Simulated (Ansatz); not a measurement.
## Field gradients of V2O5 from run to run

Cell of run 1: a measured structure from the Crystallography Open Database (COD).

Space group Pmmn:1 (No. 59); a = 3.5640, b = 11.5120, c = 4.3680 Å.

```
site  Wyckoff  site symmetry       x       y       z
   V       4e            m..  0.0000  0.8512  0.1083
  O5       4e            m..  0.0000  0.8543  0.4690
  O9       4e            m..  0.0000  0.6811  0.9970
 O13       2a            mm2  0.0000  0.0000  0.9990
```

One atom of each set is listed.

Relaxed positions (PBE, cell held):

V (0.0000, 0.8515, 0.1133)
O5 (0.0000, 0.8550, 0.4759)
O9 (0.0000, 0.6809, 0.9947)
O13 (0.0000, 0.0000, 0.0017)

All runs are DFT with Ansatz 0.2.0 (plane waves and PAW, scalar-relativistic unless spin–orbit coupling is named, Γ-centred meshes, Fermi–Dirac smearing where given) in this cell.

Run 1: PBE, gradients read without the response of the cores, atoms as given; 420 eV, 7×2×6 k-points, smearing 0.02 eV.
Run 2: PBE, gradients read without the response of the cores, atoms relaxed; 420 eV, 7×2×6 k-points, smearing 0.02 eV.
Run 3: r2SCAN, gradients read without the response of the cores, at the relaxed atoms; 500 eV, 7×2×6 k-points, smearing 0.02 eV.

(1) What does each run give, and what moves the gradients most?

Results:

(1) 

| run | V V_zz (η) | O5 V_zz (η) | O9 V_zz (η) | O13 V_zz (η) |
| --- | --- | --- | --- | --- |
| 1 | -0.76 (0.28) | -1.18 (0.76) | -5.30 (0.69) | -6.24 (0.01) |
| 2 | -0.77 (0.45) | -1.15 (0.73) | -5.22 (0.71) | -6.12 (0.02) |
| 3 | 0.56 (0.92) | -0.78 (1.00) | -5.39 (0.74) | -6.31 (0.12) |

V_zz in 10²¹ V/m². Against run 1, the gradient tensors on these sites move by at most 0.26 in run 2 (V), 0.48 in run 3 (O5). Taken one at a time, the functional (r2SCAN with its higher cutoff) moves the tensors on these sites by up to 0.45 (largest principal value of the change, on O5), the positions of the atoms (as given or relaxed) by 0.26 (V). On some sites the largest principal value moves to another axis from run to run, and the sign of V_zz can flip with it.

In runs 1, 3 the atoms aren't at the calculated equilibrium (largest force 0.44, 0.61 eV/Å).
